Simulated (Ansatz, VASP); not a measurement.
# Cross-check of HC60N3 between VASP and Ansatz

Aim: how closely do two programs agree when they are given the same cell, functional and k mesh? The cell is taken from a series of runs on this material, whose earlier steps may have relaxed, scaled, displaced or heated it; both programs get it as it stands.

Calculated with Ansatz 0.2.0; plane waves, with VASP 6.6.1 beside it; single point at HSE06.

## Step 1: The structure

The cell holds 64 atoms: 60 C, 3 N and 1 H. Its edges and angles: a = 7.143 Å, b = 7.143 Å, c = 7.143 Å, α = 90.0°, β = 90.0°, γ = 90.0°. It derives from C (C (Fd-3m)). Nearest the centre at fractional (0.357, 0.357, 0.393): H64 at 0.59 Å, N62 at 1.64 Å, N63 at 1.64 Å, N61 at 1.64 Å, C45 at 1.88 Å, C12 at 2.34 Å, C13 at 2.34 Å, C4 at 2.34 Å.

## Step 2: VASP: single point, HSE06

With cell and atoms fixed, the geometry can't cause a difference; cores, projectors, grids and the points listed under the comparison can.

Lines of VASP's logs that name or quote its potential files are left out, and so is its time.

The run reads the wave functions of an earlier VASP run, which isn't shown here.

INCAR reads:

```
SYSTEM = HC60N3
PREC = Accurate
ENCUT = 520
EDIFF = 1E-06
NELM = 100
ISMEAR = -1
SIGMA = 0.01
LREAL = Auto
ALGO = Normal
LHFCALC = .TRUE.
AEXX = 0.25
GGA = PE
HFSCREEN = 0.208
LASPH = .TRUE.
NBANDS = 172
PRECFOCK = Fast
LORBIT = 11
LWAVE = .FALSE.
LCHARG = .FALSE.
ISIF = 2
```

POSCAR reads:

```
HC60N3
1.0
    7.1431635109      0.0000000000      0.0000000000
    0.0000000000      7.1431635109      0.0000000000
    0.0000000000      0.0000000000      7.1431635109
C N H
60 3 1
Direct
    0.9984390491      0.9981895074      0.2502772582
    0.9984272248      0.2496383416      0.9985477533
    0.2498860978      0.9981755927      0.9985487661
    0.1258373795      0.1255865826      0.3690910747
    0.1252756676      0.3689811003      0.1253227950
    0.3692320777      0.1250219347      0.1253228646
    0.0004131446      0.0001616805      0.7494439152
    0.0029331313      0.2522929727      0.4973118821
    0.2525445052      0.0026816233      0.4973118786
    0.2525439818      0.2522924796      0.7469254653
    0.1252671610      0.1250171329      0.8729518192
    0.1258331872      0.3805120867      0.6240223290
    0.3807640614      0.1255831002      0.6240217326
    0.3748698189      0.3746183702      0.8749329409
    0.0024161873      0.4970612128      0.2525453366
    0.9998757288      0.7489486839      0.0006577896
    0.2510177769      0.4980179852      0.0015377985
    0.2510166532      0.7480696509      0.2515878866
    0.1252739083      0.6242829983      0.3806245085
    0.1243394310      0.8732704818      0.1255964286
    0.3764675891      0.6255917984      0.1240143606
    0.3748695589      0.8746718873      0.3749872731
    0.9984402287      0.4993282347      0.7514171684
    0.9984262992      0.7510579418      0.4999664711
    0.2498864084      0.7510548846      0.7514286530
    0.1243397348      0.6240096872      0.8763366888
    0.1252670154      0.8766536014      0.6245873501
    0.3692288484      0.6242805822      0.6245804981
    0.3747784087      0.8745916484      0.8750115134
    0.4973132572      0.0021655319      0.2525464024
    0.4982680776      0.2507659744      0.0015387632
    0.7492002014      0.9996258383      0.0006571592
    0.7483211978      0.2507652635      0.2515888023
    0.6245336619      0.1250234791      0.3806266309
    0.6258388031      0.3762162751      0.1240178836
    0.8735226990      0.1240903153      0.1255945526
    0.8749227293      0.3746183208      0.3749875359
    0.4995782458      0.9981905136      0.7514162166
    0.7513062406      0.9981739100      0.4999675006
    0.7513069082      0.2496342221      0.7514289155
    0.6242607640      0.1240887991      0.8763366481
    0.6245340953      0.3689779742      0.6245833341
    0.8769051347      0.1250147709      0.6245871580
    0.8748400203      0.3745296783      0.8750128589
    0.5091747795      0.5089268042      0.2406795969
    0.4987476090      0.7506402548      0.9989648383
    0.7508862530      0.4984970465      0.9989681884
    0.7508829385      0.7506315445      0.2511031142
    0.6258378131      0.6255868275      0.3733884459
    0.6242328793      0.8759176605      0.1256215136
    0.8761673241      0.6239805299      0.1256220763
    0.8748383889      0.8745888822      0.3750720466
    0.4973119845      0.4970595025      0.7474379596
    0.4982679688      0.7480685836      0.4988404650
    0.7483211468      0.4980171359      0.4988411861
    0.7492007246      0.7489486187      0.7499794051
    0.6242330769      0.6239831125      0.8736856364
    0.6242613420      0.8732703006      0.6255177772
    0.8735233537      0.6240121050      0.6255160163
    0.8746745967      0.8744236868      0.8751819298
    0.2374285132      0.2371776151      0.2372308199
    0.2374228172      0.5123661253      0.5124265140
    0.5126153423      0.2371769868      0.5124260447
    0.4045352871      0.4043003879      0.3452962095
```

KPOINTS reads:

```
Automatic mesh
0
Gamma
1 1 1
0 0 0
```

Potentials, in the order of the species: C, N and H (PBE family, release 64).

Command:

```bash
> export OMP_NUM_THREADS=3
> mpirun -np 1 vasp_gam
```

The log of the run:

```text
[banner, memory and clock lines left out]
running    1 mpi-ranks, on    1 nodes
[...]
Offloading initialized ...    1 GPUs detected
[...]
LDA part: xc-table for (Slater+PW92), standard interpolation
 found WAVECAR, reading the header
 POSCAR, INCAR and KPOINTS ok, starting setup
[...]
reading WAVECAR
 the WAVECAR file was read successfully
 initial charge from wavefunction
 entering main loop
       N       E                     dE             d eps       ncg     rms          rms(c)
DAV:   1    -0.658610178741E+03   -0.65861E+03   -0.86834E+00   368   0.794E+00    0.408E+00
DAV:   2    -0.658636817267E+03   -0.26639E-01   -0.17675E-01   392   0.107E+00    0.248E+00
DAV:   3    -0.658617623368E+03    0.19194E-01   -0.17672E-02   408   0.359E-01    0.135E+00
DAV:   4    -0.658612443069E+03    0.51803E-02   -0.64191E-03   384   0.208E-01    0.710E-01
[...]
DAV:   9    -0.658610428471E+03    0.99590E-05   -0.53895E-06   400   0.712E-03    0.338E-02
DAV:  10    -0.658610426089E+03    0.23825E-05   -0.14909E-06   220   0.377E-03    0.188E-02
DAV:  11    -0.658610425751E+03    0.33711E-06   -0.50466E-07   216   0.235E-03
   1 F= -.65861043E+03 E0= -.65861043E+03  d E =-.433689E-13
```

OUTCAR, selected parts (step 2):

```text
  Total      -18.3042388    -18.3112443    -18.3033014     -3.0942750      3.0848834      3.0882738
  in kB      -80.4619367    -80.4927312    -80.4578159    -13.6018417     13.5605578     13.5754615
  external PRESSURE =     -80.4708279 kB  Pullay stress =       0.0000000 kB

 POSITION                                       TOTAL-FORCE (eV/Angst)
 -----------------------------------------------------------------------------------
      7.13201      7.13023      1.78777         0.001455      0.006884      0.008574
      7.13193      1.78321      7.13279         0.002578     -0.010075      0.007662
      1.78498      7.13013      7.13280        -0.011265      0.004469      0.006658
      0.89888      0.89709      2.63648        -0.077253     -0.080997      0.040661
      0.89486      2.63569      0.89520        -0.026770      0.082286     -0.043578
      2.63749      0.89305      0.89520         0.081908     -0.024002     -0.040112
      0.00295      0.00115      5.35340        -0.007975     -0.006432      0.011626
      0.02095      1.80217      3.55238         0.016351     -0.009212      0.003743
      1.80397      0.01916      3.55238        -0.007425      0.015757      0.004273
      1.80396      1.80217      5.33541        -0.002755     -0.002784     -0.009398
      0.89480      0.89302      6.23564         0.001296      0.002309     -0.000455
      0.89885      2.71806      4.45749        -0.080816     -0.044997      0.073484
      2.71986      0.89706      4.45749        -0.044939     -0.078989      0.071792
      2.67776      2.67596      6.24979         0.005828      0.004761      0.025570
[...]
-----------------------------------------------------------------------------------
    total drift:                               -0.041124     -0.046799     -0.053336

  FREE ENERGIE OF THE ION-ELECTRON SYSTEM (eV)
  ---------------------------------------------------
  free  energy   TOTEN  =      -658.6104257515 eV

  energy  without entropy=     -658.6104257515  energy(sigma->0) =     -658.61042575

[... 2 further parts left out ...]
```

The run ends at a pressure of -8.05 GPa, with forces up to 4.5 eV/Å.

(Continued in part 2 of 2.)

[Lines on the potential files, build, host, timing and source positions are cut from VASP's logs without a mark.]

[Logs are printed without paths, hosts, clocks, repeated set-up lines and the standing remarks that a program may print on its own settings, such as how far it seeks lower states.]

[Hosts, paths, dates, database ids (printed as entryN), source tags and the programs' standing remarks are cut or masked in the printed files.]
